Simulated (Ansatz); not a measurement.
# SrO: the cost of one run

Program: Ansatz 0.2.0. Level of theory: DFT r2SCAN, scalar-relativistic, plane waves, PAW. These are calculated values, not measurements.

### 1 The structure to begin with

The structure is cubic, space group Fm-3m (No. 225). The conventional cell has a = 5.140 Å, b = 5.140 Å, c = 5.140 Å, α = 90.00°, β = 90.00°, γ = 90.00°. Around Sr (site symmetry m-3m) lie 6 O at 2.57 Å. O (site symmetry m-3m) has 6 Sr at 2.57 Å in its first shell of neighbours.

Structure file:

```cif
data_structure
_symmetry_space_group_name_H-M 'Fm-3m'
_symmetry_Int_Tables_number 225
_cell_length_a 5.1396
_cell_length_b 5.1396
_cell_length_c 5.1396
_cell_angle_alpha 90.000
_cell_angle_beta 90.000
_cell_angle_gamma 90.000
_cell_volume 135.77
loop_
_atom_site_label
_atom_site_type_symbol
_atom_site_symmetry_multiplicity
_atom_site_Wyckoff_symbol
_atom_site_fract_x
_atom_site_fract_y
_atom_site_fract_z
_atom_site_occupancy
Sr1 Sr 4 a 0.00000 0.00000 0.00000 1
O1 O 4 b 0.50000 0.00000 0.00000 1
```

No relaxation comes first: the listed cell is the starting point.

### 2 Zero of energy

The reference gives a free energy of -4127.0539 eV, pressure 1.13 GPa, largest force 0.000 eV/Å and gap on the mesh 3.79 eV. It was computed beforehand with the settings of the runs below.

### 3 Setting up energy and stress against strain

The cell is strained by ε times the Voigt pattern (0, 0, 0, 0, 1, 0) (xx, yy, zz, yz, xz, xy; engineering shear), with fractional coordinates fixed (clamped ions). The stress on the pattern is the sum of the stress components weighted by it, tension positive.

### 4 Point ε = -0.0400

input.yaml

```yaml
crystal:
  lattice:
    - [-0.051396, 2.5698, 2.5698]
    - [2.518404, 0.0, 2.518404]
    - [2.5698, 2.5698, -0.051396]
  atoms:
    - { symbol: Sr, position: [0.0, 0.0, 0.0] }
    - { symbol: O, position: [0.5, 0.5, 0.5] }
basis:
  ecutwfc: 500
kpoints:
  mp_grid: { grid: [8, 8, 8] }
hamiltonian:
  xc: r2scan
scf:
  occupations: { method: gaussian, width: 0.05 }
output:
  forces: true
  stress: true
  eigenvalues: true
```

Started as:

```sh
$ ansatz run input.yaml --threads 1 --pin off --max-ram 2560MiB --backend cpu --events-out ev --progress --plain --runs-dir out
```

What time and memory should one allow on 1 thread of Oxide Virtual Turin-like (Zen 5), shared host?

About 5.8 s, with a peak of 0.45 GiB.
